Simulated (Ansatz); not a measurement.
# Dielectric response of CaS (110) films, part 3 of 4

Aim: the electronic and static ε of rocksalt CaS (110) from films of three thicknesses in a field.

Ansatz 0.2.0; plane-wave DFT, LDA, Ansatz PAW.

So far, equivalent conductor thickness p/(ε₀AE) (Å): step 6 (response with the atoms held, 10 atoms, units 5) 8.83; step 9 (ions relaxed) 10.2.

### 10. Relaxing the film, 16 atoms, units 8

This step: plane-wave DFT, LDA, Ansatz PAW (Ansatz 0.2.0).

System of this step: CaS (110), 8 units. The cell holds 16 atoms: 8 Ca and 8 S. Its edges and angles: a = 4.023 Å, b = 5.690 Å, c = 32.082 Å, α = 90.0°, β = 90.0°, γ = 90.0°. It derives from CaS (rocksalt CaS). Vacuum lies along c.

The next thickness, treated alike, so that differences show the interior and the faces cancel.

input.yaml reads:

```yaml
crystal:
  lattice:
    - [4.02343758, 0.0, 0.0]
    - [0.0, 5.69, 0.0]
    - [0.0, 0.0, 32.0820315473]
  atoms:
    - { symbol: Ca, position: [0.5, 0.5, 0.2805308631] }
    - { symbol: S, position: [0.5, 0.0, 0.2805308631] }
    - { symbol: Ca, position: [0.0, 0.0, 0.3432363308] }
    - { symbol: S, position: [0.0, 0.5, 0.3432363308] }
    - { symbol: Ca, position: [0.5, 0.5, 0.4059417985] }
    - { symbol: S, position: [0.5, 0.0, 0.4059417985] }
    - { symbol: Ca, position: [0.0, 0.0, 0.4686472662] }
    - { symbol: S, position: [0.0, 0.5, 0.4686472662] }
    - { symbol: Ca, position: [0.5, 0.5, 0.5313527338] }
    - { symbol: S, position: [0.5, 0.0, 0.5313527338] }
    - { symbol: Ca, position: [0.0, 0.0, 0.5940582015] }
    - { symbol: S, position: [0.0, 0.5, 0.5940582015] }
    - { symbol: Ca, position: [0.5, 0.5, 0.6567636692] }
    - { symbol: S, position: [0.5, 0.0, 0.6567636692] }
    - { symbol: Ca, position: [0.0, 0.0, 0.7194691369] }
    - { symbol: S, position: [0.0, 0.5, 0.7194691369] }
kpoints:
  mp_grid: { grid: [8, 6, 1] }
hamiltonian:
  xc: lda
scf:
  occupations: { method: fixed }
  convergence: { dr2_threshold: 1.0e-09 }
efield:
  axis: 3
  dipole_correction: true
  ramp_position: 0.97
  ramp_width: 0.06
relax:
  f_tol: 0.003
  max_steps: 100
output:
  write_potential: true
  write_density: true
  volumetric_format: npy
```

Launch:

```console
$ ansatz run input.yaml --threads 4 --pin off --max-ram 8192MiB --backend cpu --events-out ev --progress --plain --runs-dir out
```

Numbers of over 12 decimals in the logs are rounded to 6 here.

Log:

```text
[...]
Crystal: 16 atoms, lattice volume = 734.465 Å³
Basis set: ecut = 420 eV, 14409 PW (Γ)
Bands: 80, of which v1, the nominal top of the filled ones, is band 64 counted from 1 (63 counted from 0)
Symmetry: 4 space group operations
k-points: 20 of 48
[...]
- { symbol: Ca, position: [0.5, 0.5, 0.531127] }
    - { symbol: S, position: [0.5, 0.0, 0.530221] }
    - { symbol: Ca, position: [0.0, 0.0, 0.589326] }
    - { symbol: S, position: [0.0, 0.5, 0.590709] }
    - { symbol: Ca, position: [0.5, 0.5, 0.654235] }
    - { symbol: S, position: [0.5, 0.0, 0.651587] }
    - { symbol: Ca, position: [0.0, 0.0, 0.706340] }
    - { symbol: S, position: [0.0, 0.5, 0.711211] }
[key lines of the parts left out:]
SCF converged after 5 iterations
Free energy (F): -21170.295318 eV
Fermi energy:    0.742043 eV
Dipole field:    D = 0.000000 V/Å  (p = 0.000000 e·Å, saw-weighted, corrected)
Work function:   Φ+ = 4.7061 eV   Φ− = 4.7061 eV
```

The job ended after 3 min (4 threads of Arm Neoverse V1, shared host; peak memory 1.7 GiB).

Relaxation path:

```tsv
step	energy less that of the first step (eV)	largest force component (eV/Å)
1	0.0000	1.1485
2	-0.3408	0.3289
3	-0.4751	0.0721
4	-0.4807	0.0342
5	-0.4811	0.0050
6	-0.4811	0.0003
```

The run keeps the 4 symmetry operations that it works with, so distortions that break them were not tested.

The atoms that moved most (Å):

```tsv
atom	dx	dy	dz	length
Ca15	0.000	0.000	-0.421	0.421
Ca1	0.000	0.000	0.421	0.421
S16	0.000	0.000	-0.265	0.265
S2	0.000	0.000	0.265	0.265
S4	0.000	0.000	0.166	0.166
S14	0.000	0.000	-0.166	0.166
Ca5	0.000	0.000	0.152	0.152
Ca11	0.000	0.000	-0.152	0.152
```

The relaxation took 6 steps and lowered the energy by 0.48 eV; the largest force on the free atoms ends at 2.8e-4 eV/Å.

The gap is 1.88 eV, with the valence edge 4.71 eV and the conduction edge 2.83 eV under the upper vacuum level.

### 11. The relaxed film, single point, 16 atoms, units 8

The next thickness, treated alike, so that differences show the interior and the faces cancel.

input.yaml reads:

```yaml
crystal:
  lattice:
    - [4.02343758, 0.0, 0.0]
    - [0.0, 5.69, 0.0]
    - [0.0, 0.0, 32.0820315473]
  atoms:
    - { symbol: Ca, position: [0.5, 0.5, 0.2936598127] }
    - { symbol: S, position: [0.5, 0.0, 0.2887886742] }
    - { symbol: Ca, position: [0.0, 0.0, 0.3457650863] }
    - { symbol: S, position: [0.0, 0.5, 0.3484126695] }
    - { symbol: Ca, position: [0.5, 0.5, 0.4106742064] }
    - { symbol: S, position: [0.5, 0.0, 0.409291356] }
    - { symbol: Ca, position: [0.0, 0.0, 0.4688731882] }
    - { symbol: S, position: [0.0, 0.5, 0.4697786018] }
    - { symbol: Ca, position: [0.5, 0.5, 0.5311268304] }
    - { symbol: S, position: [0.5, 0.0, 0.5302214014] }
    - { symbol: Ca, position: [0.0, 0.0, 0.5893257964] }
    - { symbol: S, position: [0.0, 0.5, 0.5907086372] }
    - { symbol: Ca, position: [0.5, 0.5, 0.6542349319] }
    - { symbol: S, position: [0.5, 0.0, 0.6515873488] }
    - { symbol: Ca, position: [0.0, 0.0, 0.7063401729] }
    - { symbol: S, position: [0.0, 0.5, 0.7112112858] }
kpoints:
  mp_grid: { grid: [8, 6, 1] }
hamiltonian:
  xc: lda
scf:
  occupations: { method: fixed }
  convergence: { dr2_threshold: 1.0e-09 }
efield:
  axis: 3
  dipole_correction: true
  ramp_position: 0.97
  ramp_width: 0.06
output:
  eigenvalues: true
  write_potential: true
  write_density: true
  volumetric_format: npy
  elf: true
```

Log:

```text
[...]
Crystal: 16 atoms, lattice volume = 734.465 Å³
Basis set: ecut = 420 eV, 14409 PW (Γ)
Bands: 80, of which v1, the nominal top of the filled ones, is band 64 counted from 1 (63 counted from 0)
Symmetry: 4 space group operations
k-points: 20 of 48
[...]
k-point 0: bands = [... 60 lower, 0.2932, 0.2982, 0.7127, 0.7421, 2.6939, 3.2985, 3.3184, 3.4081, ... 12 higher]
  k-point 1: bands = [... 60 lower, 0.2191, 0.2707, 0.6682, 0.6896, 2.7656, 3.3253, 3.4201, 3.4708, ... 12 higher]
  k-point 2: bands = [... 60 lower, 0.1864, 0.2061, 0.5872, 0.5961, 2.9590, 3.3231, 3.5558, 3.5686, ... 12 higher]
  k-point 19: bands = [... 60 lower, -0.4250, -0.4250, 0.0965, 0.0965, 3.7534, 3.7534, 4.8464, 4.8464, ... 12 higher]
[key lines of the parts left out:]
SCF converged after 10 iterations
Free energy (F): -21170.295318 eV
Fermi energy:    0.742061 eV
Dipole field:    D = 0.000004 V/Å  (p = 0.000016 e·Å, saw-weighted, corrected)
Work function:   Φ+ = 4.7060 eV   Φ− = 4.7061 eV
```

It took 55 s on 4 threads; peak memory 2.1 GiB.

The gap is 1.88 eV, with the valence edge 4.71 eV and the conduction edge 2.83 eV under the upper vacuum level.

### 12. Single point, 16 atoms, units 8, field 0.05 V/Å

Changes to input.yaml since step 11:

```diff
@@ -28,3 +28,3 @@
   occupations: { method: fixed }
-  convergence: { dr2_threshold: 1.0e-09 }
+  convergence: { dr2_threshold: 1.0e-10 }
 efield:
@@ -34,4 +34,4 @@
   ramp_width: 0.06
+  amplitude: 0.05
 output:
-  eigenvalues: true
   write_potential: true
@@ -39,2 +39 @@
   volumetric_format: npy
-  elf: true
```

Log:

```text
[...]
Crystal: 16 atoms, lattice volume = 734.465 Å³
Basis set: ecut = 420 eV, 14409 PW (Γ)
Bands: 80, of which v1, the nominal top of the filled ones, is band 64 counted from 1 (63 counted from 0)
Symmetry: 4 space group operations
k-points: 20 of 48
[...]
k-point 0: bands = [... 60 lower, 0.3061, 0.3099, 0.6669, 0.7879, 2.6917, 3.2636, 3.2991, 3.4612, ... 12 higher]
  k-point 1: bands = [... 60 lower, 0.1985, 0.2957, 0.6187, 0.7390, 2.7635, 3.3211, 3.3571, 3.5369, ... 12 higher]
  k-point 2: bands = [... 60 lower, 0.1470, 0.2469, 0.5314, 0.6516, 2.9561, 3.3192, 3.4813, 3.6466, ... 12 higher]
  k-point 19: bands = [... 60 lower, -0.4840, -0.3661, 0.0336, 0.1591, 3.6814, 3.8249, 4.8046, 4.8605, ... 12 higher]
[key lines of the parts left out:]
SCF converged after 13 iterations
Free energy (F): -21170.297458 eV
Fermi energy:    0.787858 eV
Dipole field:    D = 0.021094 V/Å  (p = 0.085618 e·Å, saw-weighted, corrected)
```

Run time: 60 s. Hardware: 4 threads; peak memory 2.1 GiB; 3.9 min of CPU time.

The dipole is 0.0856 e·Å, and the gap on the mesh 1.827 eV.

### 13. Atoms held, 16 atoms, units 8, field -0.05 V/Å

Changes to input.yaml since step 12:

```diff
@@ -34,3 +34,3 @@
   ramp_width: 0.06
-  amplitude: 0.05
+  amplitude: -0.05
 output:
```

Log:

```text
[...]
Crystal: 16 atoms, lattice volume = 734.465 Å³
Basis set: ecut = 420 eV, 14409 PW (Γ)
Bands: 80, of which v1, the nominal top of the filled ones, is band 64 counted from 1 (63 counted from 0)
Symmetry: 4 space group operations
k-points: 20 of 48
[...]
k-point 0: bands = [... 60 lower, 0.3061, 0.3099, 0.6669, 0.7879, 2.6917, 3.2636, 3.2991, 3.4612, ... 12 higher]
  k-point 1: bands = [... 60 lower, 0.1985, 0.2957, 0.6187, 0.7390, 2.7635, 3.3211, 3.3571, 3.5370, ... 12 higher]
  k-point 2: bands = [... 60 lower, 0.1470, 0.2469, 0.5314, 0.6516, 2.9561, 3.3192, 3.4813, 3.6466, ... 12 higher]
  k-point 19: bands = [... 60 lower, -0.4840, -0.3661, 0.0336, 0.1591, 3.6814, 3.8250, 4.8045, 4.8605, ... 12 higher]
[key lines of the parts left out:]
SCF converged after 13 iterations
Free energy (F): -21170.297458 eV
Fermi energy:    0.787864 eV
Dipole field:    D = -0.021093 V/Å  (p = -0.085616 e·Å, saw-weighted, corrected)
```

Wall time 60 s (4 threads); peak memory 2.1 GiB; 3.9 min of CPU time.

The dipole is -0.0856 e·Å, and the gap on the mesh 1.827 eV.

### 14. Response with the atoms held, 16 atoms, units 8

This step: plane-wave DFT, LDA, Ansatz PAW; response to a field along the normal, atoms held (Ansatz 0.2.0).

Local field over the applied field, running mean. From the potentials at -0.05 and 0.05 V/Å; running mean over 2.012 Å, taken twice. The local field over applied field by z:

z (Å), local field over applied field and a bar from the least value:
```
        5      0.993 ##############################
        6      0.957 #############################
        7      0.824 ########################
        8      0.553 ##############
        9      0.273 ####
       10      0.152 
       11      0.170 #
       12      0.198 ##
       13      0.189 #
       14      0.178 #
       15      0.184 #
       16      0.191 #
       17      0.185 #
       18      0.178 #
       19      0.188 #
       20      0.199 ##
       21      0.173 #
       22      0.150 
       23      0.256 ####
       24      0.528 #############
       25      0.806 #######################
       26      0.951 #############################
       27      0.992 ##############################
```

The induced dipole is that of a conductor 13.53 Å thick.

### 15. Relaxation, 24 atoms, units 12

This step: plane-wave DFT, LDA, Ansatz PAW (Ansatz 0.2.0).

System of this step: CaS (110), 12 units. The cell holds 24 atoms: 12 Ca and 12 S. Cell: a = 4.023 Å, b = 5.690 Å, c = 40.129 Å, α = 90.0°, β = 90.0°, γ = 90.0°. It derives from CaS (rocksalt CaS). Vacuum lies along c.

The next thickness, treated alike, so that differences show the interior and the faces cancel.

input.yaml reads:

```yaml
crystal:
  lattice:
    - [4.02343758, 0.0, 0.0]
    - [0.0, 5.69, 0.0]
    - [0.0, 0.0, 40.1289067172]
  atoms:
    - { symbol: Ca, position: [0.5, 0.5, 0.224277229] }
    - { symbol: S, position: [0.5, 0.0, 0.224277229] }
    - { symbol: Ca, position: [0.0, 0.0, 0.2744086419] }
    - { symbol: S, position: [0.0, 0.5, 0.2744086419] }
    - { symbol: Ca, position: [0.5, 0.5, 0.3245400548] }
    - { symbol: S, position: [0.5, 0.0, 0.3245400548] }
    - { symbol: Ca, position: [0.0, 0.0, 0.3746714677] }
    - { symbol: S, position: [0.0, 0.5, 0.3746714677] }
    - { symbol: Ca, position: [0.5, 0.5, 0.4248028806] }
    - { symbol: S, position: [0.5, 0.0, 0.4248028806] }
    - { symbol: Ca, position: [0.0, 0.0, 0.4749342935] }
    - { symbol: S, position: [0.0, 0.5, 0.4749342935] }
    - { symbol: Ca, position: [0.5, 0.5, 0.5250657065] }
    - { symbol: S, position: [0.5, 0.0, 0.5250657065] }
    - { symbol: Ca, position: [0.0, 0.0, 0.5751971194] }
    - { symbol: S, position: [0.0, 0.5, 0.5751971194] }
    - { symbol: Ca, position: [0.5, 0.5, 0.6253285323] }
    - { symbol: S, position: [0.5, 0.0, 0.6253285323] }
    - { symbol: Ca, position: [0.0, 0.0, 0.6754599452] }
    - { symbol: S, position: [0.0, 0.5, 0.6754599452] }
    - { symbol: Ca, position: [0.5, 0.5, 0.7255913581] }
    - { symbol: S, position: [0.5, 0.0, 0.7255913581] }
    - { symbol: Ca, position: [0.0, 0.0, 0.775722771] }
    - { symbol: S, position: [0.0, 0.5, 0.775722771] }
kpoints:
  mp_grid: { grid: [8, 6, 1] }
hamiltonian:
  xc: lda
scf:
  occupations: { method: fixed }
  convergence: { dr2_threshold: 1.0e-09 }
efield:
  axis: 3
  dipole_correction: true
  ramp_position: 0.97
  ramp_width: 0.06
relax:
  f_tol: 0.003
  max_steps: 100
output:
  write_potential: true
  write_density: true
  volumetric_format: npy
```

Log:

```text
[...]
Crystal: 24 atoms, lattice volume = 918.686 Å³
Basis set: ecut = 420 eV, 18057 PW (Γ)
Bands: 120, of which v1, the nominal top of the filled ones, is band 96 counted from 1 (95 counted from 0)
Symmetry: 4 space group operations
k-points: 20 of 48
[...]
- { symbol: Ca, position: [0.5, 0.5, 0.621376] }
    - { symbol: S, position: [0.5, 0.0, 0.620876] }
    - { symbol: Ca, position: [0.0, 0.0, 0.668220] }
    - { symbol: S, position: [0.0, 0.5, 0.669212] }
    - { symbol: Ca, position: [0.5, 0.5, 0.719963] }
    - { symbol: S, position: [0.5, 0.0, 0.717903] }
    - { symbol: Ca, position: [0.0, 0.0, 0.761695] }
    - { symbol: S, position: [0.0, 0.5, 0.765556] }
[key lines of the parts left out:]
SCF converged after 7 iterations
Free energy (F): -31757.019561 eV
Fermi energy:    1.816314 eV
Dipole field:    D = 0.000001 V/Å  (p = 0.000003 e·Å, saw-weighted, corrected)
Work function:   Φ+ = 4.7116 eV   Φ− = 4.7117 eV
```

Run time: 7 min. Hardware: 4 threads; peak memory 2.8 GiB.

The steps of the relaxation:

```tsv
step	energy less that of the first step (eV)	largest force component (eV/Å)
1	0.0000	1.1481
2	-0.3414	0.3291
3	-0.4972	0.0890
4	-0.5584	0.0604
5	-0.5603	0.0097
6	-0.5604	0.0006
```

Forces are held to the 4 operations that the run works with; a distortion that breaks them can't arise in this run.

The atoms that moved most (Å):

```tsv
atom	dx	dy	dz	length
Ca23	0.000	0.000	-0.563	0.563
Ca1	0.000	0.000	0.563	0.563
S24	0.000	0.000	-0.408	0.408
S2	0.000	0.000	0.408	0.408
S22	0.000	0.000	-0.309	0.309
S4	0.000	0.000	0.309	0.309
Ca19	0.000	0.000	-0.291	0.291
Ca5	0.000	0.000	0.291	0.291
```

The relaxed structure:

```cif
data_structure
_symmetry_space_group_name_H-M 'P 1'
_symmetry_Int_Tables_number 1
_cell_length_a 4.0234
_cell_length_b 5.6900
_cell_length_c 40.1289
_cell_angle_alpha 90.000
_cell_angle_beta 90.000
_cell_angle_gamma 90.000
_cell_volume 918.69
loop_
_atom_site_label
_atom_site_type_symbol
_atom_site_fract_x
_atom_site_fract_y
_atom_site_fract_z
_atom_site_occupancy
Ca1 Ca 0.50000 0.50000 0.23831 1
S2 S 0.50000 0.00000 0.23444 1
Ca3 Ca 0.00000 0.00000 0.28004 1
S4 S 0.00000 0.50000 0.28210 1
Ca5 Ca 0.50000 0.50000 0.33178 1
S6 S 0.50000 0.00000 0.33079 1
Ca7 Ca 0.00000 0.00000 0.37862 1
S8 S 0.00000 0.50000 0.37912 1
Ca9 Ca 0.50000 0.50000 0.42773 1
S10 S 0.50000 0.00000 0.42745 1
Ca11 Ca 0.00000 0.00000 0.47566 1
S12 S 0.00000 0.50000 0.47584 1
Ca13 Ca 0.50000 0.50000 0.52434 1
S14 S 0.50000 0.00000 0.52416 1
Ca15 Ca 0.00000 0.00000 0.57227 1
S16 S 0.00000 0.50000 0.57255 1
Ca17 Ca 0.50000 0.50000 0.62138 1
S18 S 0.50000 0.00000 0.62088 1
Ca19 Ca 0.00000 0.00000 0.66822 1
S20 S 0.00000 0.50000 0.66921 1
Ca21 Ca 0.50000 0.50000 0.71996 1
S22 S 0.50000 0.00000 0.71790 1
Ca23 Ca 0.00000 0.00000 0.76169 1
S24 S 0.00000 0.50000 0.76556 1
```

Running mean over 2.012 Å of the planar mean; the ramp of the sawtooth is left out. Table of electron's electrostatic potential energy less the highest filled level by z:

z (Å), electron's electrostatic potential energy less the highest filled level (eV) and a bar from the least value:
```
        4       4.71 ##############################
        5       4.71 ##############################
        6       4.70 ##############################
        7       4.59 ##############################
        8       3.11 ########################
        9      -1.73 ########
       10      -3.79 #
       11      -3.54 #
       12      -2.91 ####
       13      -2.95 ###
       14      -3.44 ##
       15      -3.16 ###
       16      -3.22 ###
       17      -3.06 ###
       18      -3.36 ##
       19      -3.08 ###
       20      -3.28 ##
       21      -3.07 ###
       22      -3.37 ##
       23      -3.06 ###
       24      -3.23 ###
       25      -3.11 ###
       26      -3.48 ##
       27      -2.98 ###
       28      -2.89 ####
       29      -3.37 ##
       30      -3.95 
       31      -2.15 ######
       32       2.57 #######################
       33       4.54 #############################
       34       4.70 ##############################
       35       4.71 ##############################
       36       4.71 ##############################
```

The relaxation took 6 steps and lowered the energy by 0.56 eV; the largest force on the free atoms ends at 5.9e-4 eV/Å.

The gap is 1.79 eV, with the valence edge 4.71 eV and the conduction edge 2.92 eV under the upper vacuum level.

### 16. The series together

Times are for 4 threads of Arm Neoverse V1, shared host. The series side by side:

```tsv
no.	units	gap by band count (eV)	ionisation energy, upper face (eV)	electron affinity, upper face (eV)	time	memory (GiB)
1	5	1.846	4.577	2.731	70 s	1.1
2	8	1.878	4.706	2.829	3 min	1.7
3	12	1.788	4.712	2.923	7 min	2.8
```

The valence density, planar mean (5) oscillates, so the rows of the table below give means over windows of 1.88 Å about each position, cut where the curve ends. Its maxima inside the range that stand out by 2 % of the span (Å: e/Å³): 9.3: 0.542, 11.0: 0.546, 13.0: 0.541, 15.0: 0.546, 16.8: 0.542. Its minima: 10.1: 0.225, 12.0: 0.171, 14.0: 0.171, 15.9: 0.225.

The runs together. The valence density, planar mean by z; means over each step:

```tsv
z (Å)	5 (e/Å³)	8 (e/Å³)	12 (e/Å³)
4.70	2.3e-5	1.6e-5	1.1e-5
6.58	0.00259	0.00196	0.00136
8.46	0.225	0.192	0.153
10.34	0.400	0.408	0.407
12.22	0.341	0.327	0.328
14.10	0.339	0.368	0.366
15.98	0.402	0.344	0.350
17.86	0.149	0.369	0.359
19.74	0.00130	0.331	0.356
21.62	1.1e-5	0.404	0.360
23.50	0	0.227	0.357
25.38	0	0.00342	0.398
```

(Part 3 of 4 ends here.)

[Logs are printed without paths, hosts, clocks, repeated set-up lines and the standing remarks that a program may print on its own settings, such as how far it seeks lower states.]

[Hosts, paths, dates, database ids (printed as entryN), source tags and the programs' standing remarks are cut or masked in the printed files.]

[Maps of the electrostatic potential energy from Ansatz leave out the sawtooth potential of an applied field or a dipole correction, so their vacuum need not be flat; planar profiles and work functions include it.]
